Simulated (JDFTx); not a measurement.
# AgCl (Chlorargyrite): equation of state with PBEsol

AgCl (Chlorargyrite):

```xyz
2
Lattice="0.0000 2.7350 2.7350 2.7350 0.0000 2.7350 2.7350 2.7350 0.0000" Properties=species:S:1:pos:R:3 pbc="T T T"
Ag    0.0000    0.0000    0.0000
Cl    2.7350    2.7350    2.7350
```

```yaml
Program: JDFTx 1.7.0 (patched build)
Task: equation of state
Functional: PBEsol
Potentials_or_basis: PseudoDojo-SR-PBEsol-0.4.1-standard with smoothed tails
Cutoff: 1116 eV
Density_cutoff: 8925 eV
k_mesh: 8 × 8 × 8
Occupations: fermi-dirac, width 0.05 eV
Spin: no spin polarisation
```

```
Equilibrium volume                      : 20.21 Å³/atom
Bulk modulus                            : 57 GPa
Pressure derivative of the bulk modulus : 5.3
```

Energy against volume, from the lowest point:
| volume (Å³/atom) | energy (meV/atom) |
| --- | --- |
| 19.231 | 9.10 |
| 19.640 | 2.80 |
| 20.049 | 0.00 |
| 20.458 | 0.29 |
| 20.868 | 3.28 |
| 21.277 | 8.66 |
| 21.686 | 16.16 |
